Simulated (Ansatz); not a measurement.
A surface is cut from this relaxed crystal of GaN:

```
Ga N
1.0
     0.00000    2.24912    2.24912
     2.24912    0.00000    2.24912
     2.24912    2.24912    0.00000
Ga N
1 1
Direct
  0.00000 0.00000 0.00000
  0.75000 0.75000 0.75000
```

Miller indices refer to the conventional cell of F-43m (No. 216), a = 4.498 Å, b = 4.498 Å, c = 4.498 Å, α = 90.00°, β = 90.00°, γ = 90.00°. The bulk's gap is 1.70 eV.

Method: DFT PBEsol, scalar-relativistic, plane waves, PAW in Ansatz. Cutoff 420 eV, Gaussian smearing of 0.05 eV, no spin polarisation. A dipole correction acts along the normal.

This cut of an insulator is polar or leaves open shells, so the slab is metallic here; real surfaces compensate by reconstruction or adsorbates.

A relaxed slab with low-index faces, about a nanometre thick, has these properties:

```
Surface energy (mean of both faces)   : 4.51 J/m²
Gap of the slab on the mesh           : none (metal or semimetal)
Work function                         : 5.31 eV (top), 7.74 eV (bottom)
Dipole of the slab along +c, per cell : 0.14 e·Å
```

**Question.** Which low-index plane was cut, and which atoms end it?

**Answer.** The (100) plane, with Ga in the top plane and N in the bottom one as cut, before relaxation. The planes from bottom to top: N, Ga, N, Ga, N, Ga, N, Ga, N, Ga.

Spin polarisation was left out, and a magnetic state may lie lower.

The reference crystal is the zinc-blende form of GaN, which isn't its usual structure.